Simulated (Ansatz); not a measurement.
# A series in volume per atom on Ir

All results are calculated (Ansatz 0.2.0 development build). Equation of state of a cubic crystal from periodic Kohn-Sham density functional theory without spin; pressure corrected for the finite basis.

Cell of the first row (space group Fd-3m, No. 227):
```
Ir
1.0
      0.0000     2.7286     2.7286
      2.7286     0.0000     2.7286
      2.7286     2.7286     0.0000
Ir
2
Direct
  0.00000 0.00000 0.00000
  0.25000 0.25000 0.25000
```

Settings of every row: formula Ir; structure type diamond; functional PBE; spin treatment none; k mesh 12x12x12; occupation method fermi-dirac; occupation width 0.061225619 eV; wave cutoff 700 eV; datasets hard PAW; density cutoff ratio 4.

Limits: a cubic model structure, not a phase known at ambient conditions; modest k-mesh, values are not fully converged in k; the SCF threshold is loose for a stress in some rows; no spin-orbit coupling, which can matter with elements this heavy.

```csv
row,volume per atom (Å³),pressure (GPa),energy above lowest point (meV/atom)
1,20.316,13.027,48.55
2,20.748,8.067,20.22
3,21.181,3.665,4.51
4,21.613,?,?
5,22.045,-3.696,5.39
6,22.477,-6.758,19.58
7,22.91,-9.464,41.54
```

Question: what pressure should row 4 give?

Worked fit of pressure. Take u = (V_r/V)^(2/3) − 1 with V_r = 21.613 Å³ an atom, which is twice the finite (Eulerian) strain; such expansions in the strain, on which the Birch-Murnaghan equation of state is built, carry the rest volume and the bulk modulus. The shown rows have u = 0.04212, 0.0276, 0.01355, -0.01311, -0.02579, -0.03811. Least squares give pressure = −0.2389 + 275.53 × u + 904.9 × u² + 724 × u³ GPa; a parabola predicts inner rows, each left out in turn, worse (root mean square 0.017 against 0.0052 GPa). The rows lie off it by 0.001, -0.003, 0.003, 0.001, -0.003, 0.001. The pressure vanishes at u = 0.0009, or V = 21.59 Å³ an atom, and there the bulk modulus at fixed shape and fractions is B = −V dP/dV = (2/3)(1 + u) dP/du = 185 GPa. The withheld row has u = 0, so the fit gives −0.2389 + 275.53 × (0) + 904.9 × (0)² + 724 × (0)³ = -0.239 GPa.

The calculation gave -0.238 GPa. The fit lies 0.001 GPa (0.0044 % of the column's range) below it, one unit of the last digit.

The other values of row 4: energy above lowest point 0 meV/atom.
